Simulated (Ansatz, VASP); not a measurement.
# SnO: VASP beside Ansatz

The input POSCAR:

```
SnO
1.0
    3.2179224933      0.0000000000      0.0000000000
    0.0000000000      3.2179224933      0.0000000000
    0.0000000000      0.0000000000      3.0301771964
Sn O
1 1
Direct
    0.0000000000      0.0000000000      0.0000000000
    0.5000000000      0.5000000000      0.5000000000
```

File INCAR.step1:

```
SYSTEM = SnO
PREC = Accurate ; ENCUT = 520
ISMEAR = -1 ; SIGMA = 0.02
LREAL = .FALSE. ; LASPH = .TRUE.
NELM = 100 ; NBANDS = 17
GGA = PE ; ALGO = Normal
EDIFF = 1E-4 ; LWAVE = .TRUE.
LCHARG = .FALSE.
```

Contents of INCAR.step2:

```
SYSTEM = SnO
PREC = Accurate ; ENCUT = 520
EDIFF = 1E-6 ; ISMEAR = -1
SIGMA = 0.02 ; LREAL = .FALSE.
LASPH = .TRUE. ; NELM = 100
ALGO = Normal ; ISIF = 2
LWAVE = .FALSE. ; LCHARG = .FALSE.
METAGGA = R2SCAN ; LMIXTAU = .TRUE.
NBANDS = 17 ; ISTART = 1
```

The input KPOINTS:

```
regular mesh
0
G
  8 8 8
  0 0 0
```

Input for Ansatz:

```yaml
crystal:
  lattice:
    - [3.2179224933, 0.0, 0.0]
    - [0.0, 3.2179224933, 0.0]
    - [0.0, 0.0, 3.0301771964]
  atoms:
    - { symbol: Sn, position: [0.0, 0.0, 0.0] }
    - { symbol: O, position: [0.5, 0.5, 0.5] }
kpoints:
  mp_grid: { grid: [8, 8, 8] }
  band_path:
    path:
      - [0.0, 0.0, 0.0]
      - [0.0, 0.5, 0.0]
      - [0.5, 0.5, 0.0]
      - [0.5, 0.5, 0.5]
      - [0.0, 0.125, -0.5]
    npoints: 1
hamiltonian:
  xc: r2scan
scf:
  occupations: { method: fermi_dirac, width: 0.02 }
  n_extra_bands: 4
output:
  forces: true
  stress: true
  eigenvalues: true
```

Change from the starting cell: epitaxial_xy strain +3.7%.

Alike in both runs: task single point; functional r2SCAN; k mesh 8 × 8 × 8; occupations fermi-dirac, width 0.02 eV; no spin polarisation.

|  | VASP | Ansatz |
| --- | --- | --- |
| version | VASP 6.6.1 | Ansatz 0.2.0 |
| potentials or method | VASP PAW PBE potentials, release 64 (Sn_d, O) | plane waves, PAW |
| plane-wave cutoff (eV) | 520 | 500 |
| valence electrons in the cell | 20 | 20 |

Ansatz gave:

```
pressure (GPa)                                  : -4.9
largest component of the traceless stress (GPa) : 4.91
```

**Question.** What did VASP give for the same quantities?

**Answer.** Pressure (GPa): -4.8; largest component of the traceless stress (GPa): 4.92.

The functional is the same, so the differences come from potentials, cutoffs and numerics.

Caveats: the PAW data sets were made with another functional, which shifts forces and pressure a little (VASP).
